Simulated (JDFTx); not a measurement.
Here is a JDFTx 1.7.0 (patched build) calculation.

File bands.in:

```
lattice \
    0.0000000000     2.5647700000     2.5647700000 \
    2.5647700000     0.0000000000     2.5647700000 \
    2.5647700000     2.5647700000     0.0000000000
latt-scale 1.889726124626 1.889726124626 1.889726124626
coords-type Lattice
ion Cl     0.5000000000     0.5000000000     0.5000000000 1
ion Li     0.0000000000     0.0000000000     0.0000000000 1

ion-species pseudo/Cl.upf
ion-species pseudo/Li.upf
elec-cutoff 37 296
elec-ex-corr gga-PBEsol
elec-smearing Fermi 0.0018374661
elec-n-bands 10
electronic-minimize nIterations 30 energyDiffThreshold 1e-06
davidson-band-ratio 1.3
forces-output-coords Cartesian
include path.kpoints
symmetries none
fix-electron-density run.$VAR

dump-name bands.$VAR
dump End Ecomponents EigStats BandEigs Kpoints Forces
```

Contents of path.kpoints:

```
kpoint +0.0000000000 +0.0000000000 +0.0000000000 0.020000000000
kpoint +0.0714285714 +0.0000000000 +0.0714285714 0.020000000000
kpoint +0.1428571429 +0.0000000000 +0.1428571429 0.020000000000
kpoint +0.2142857143 +0.0000000000 +0.2142857143 0.020000000000
kpoint +0.2857142857 +0.0000000000 +0.2857142857 0.020000000000
kpoint +0.3571428571 +0.0000000000 +0.3571428571 0.020000000000
kpoint +0.4285714286 +0.0000000000 +0.4285714286 0.020000000000
kpoint +0.5000000000 +0.0000000000 +0.5000000000 0.020000000000
kpoint +0.5000000000 +0.0833333333 +0.5833333333 0.020000000000
kpoint +0.5000000000 +0.1666666667 +0.6666666667 0.020000000000
kpoint +0.5000000000 +0.2500000000 +0.7500000000 0.020000000000
kpoint +0.4375000000 +0.3125000000 +0.7500000000 0.020000000000
kpoint +0.3750000000 +0.3750000000 +0.7500000000 0.020000000000
kpoint +0.3281250000 +0.3281250000 +0.6562500000 0.020000000000
kpoint +0.2812500000 +0.2812500000 +0.5625000000 0.020000000000
kpoint +0.2343750000 +0.2343750000 +0.4687500000 0.020000000000
kpoint +0.1875000000 +0.1875000000 +0.3750000000 0.020000000000
kpoint +0.1406250000 +0.1406250000 +0.2812500000 0.020000000000
kpoint +0.0937500000 +0.0937500000 +0.1875000000 0.020000000000
kpoint +0.0468750000 +0.0468750000 +0.0937500000 0.020000000000
kpoint +0.0000000000 +0.0000000000 +0.0000000000 0.020000000000
kpoint +0.0833333333 +0.0833333333 +0.0833333333 0.020000000000
kpoint +0.1666666667 +0.1666666667 +0.1666666667 0.020000000000
kpoint +0.2500000000 +0.2500000000 +0.2500000000 0.020000000000
kpoint +0.3333333333 +0.3333333333 +0.3333333333 0.020000000000
kpoint +0.4166666667 +0.4166666667 +0.4166666667 0.020000000000
kpoint +0.5000000000 +0.5000000000 +0.5000000000 0.020000000000
kpoint +0.5250000000 +0.4500000000 +0.5250000000 0.020000000000
kpoint +0.5500000000 +0.4000000000 +0.5500000000 0.020000000000
kpoint +0.5750000000 +0.3500000000 +0.5750000000 0.020000000000
kpoint +0.6000000000 +0.3000000000 +0.6000000000 0.020000000000
kpoint +0.6250000000 +0.2500000000 +0.6250000000 0.020000000000
kpoint +0.5625000000 +0.2500000000 +0.6875000000 0.020000000000
kpoint +0.5000000000 +0.2500000000 +0.7500000000 0.020000000000
kpoint +0.5000000000 +0.2916666667 +0.7083333333 0.020000000000
kpoint +0.5000000000 +0.3333333333 +0.6666666667 0.020000000000
kpoint +0.5000000000 +0.3750000000 +0.6250000000 0.020000000000
kpoint +0.5000000000 +0.4166666667 +0.5833333333 0.020000000000
kpoint +0.5000000000 +0.4583333333 +0.5416666667 0.020000000000
kpoint +0.5000000000 +0.5000000000 +0.5000000000 0.020000000000
kpoint +0.4791666667 +0.4791666667 +0.5416666667 0.020000000000
kpoint +0.4583333333 +0.4583333333 +0.5833333333 0.020000000000
kpoint +0.4375000000 +0.4375000000 +0.6250000000 0.020000000000
kpoint +0.4166666667 +0.4166666667 +0.6666666667 0.020000000000
kpoint +0.3958333333 +0.3958333333 +0.7083333333 0.020000000000
kpoint +0.3750000000 +0.3750000000 +0.7500000000 0.020000000000
kpoint +0.6250000000 +0.2500000000 +0.6250000000 0.020000000000
kpoint +0.5833333333 +0.1666666667 +0.5833333333 0.020000000000
kpoint +0.5416666667 +0.0833333333 +0.5416666667 0.020000000000
kpoint +0.5000000000 +0.0000000000 +0.5000000000 0.020000000000
```

Potentials or basis: PseudoDojo-SR-PBEsol-0.4.1-standard with smoothed tails.

The run is started by

```bash
$ jdftx -c 1 -i bands.in -o bands.out
```

Question: Predict the band gap along the path.

Answer: 6.13 eV, direct.

Levels at the corners of the path, in eV from the valence-band top:
```
point  band 1  band 2  band 3  band 4  band 5  band 6  band 7  band 8
    Γ  -42.83  -13.39    0.00    0.00    0.00    6.13   11.65   11.65
    X  -42.82  -12.56   -2.96   -1.12   -1.12    7.71    8.04   12.27
    W  -42.82  -12.57   -2.17   -2.17   -1.08    9.38    9.98   10.22
    K  -42.82  -12.59   -2.54   -1.82   -0.85    7.89    9.73   11.25
    Γ  -42.83  -13.39    0.00    0.00    0.00    6.13   11.65   11.65
    L  -42.82  -12.81   -2.87   -0.26   -0.26    6.55    9.33    9.33
    U  -42.82  -12.59   -2.54   -1.82   -0.85    7.89    9.73   11.25
    W  -42.82  -12.57   -2.17   -2.17   -1.08    9.38    9.98   10.22
    L  -42.82  -12.81   -2.87   -0.26   -0.26    6.55    9.33    9.33
    K  -42.82  -12.59   -2.54   -1.82   -0.85    7.89    9.73   11.25
    U  -42.82  -12.59   -2.54   -1.82   -0.85    7.89    9.73   11.25
    X  -42.82  -12.56   -2.96   -1.12   -1.12    7.71    8.04   12.27
```
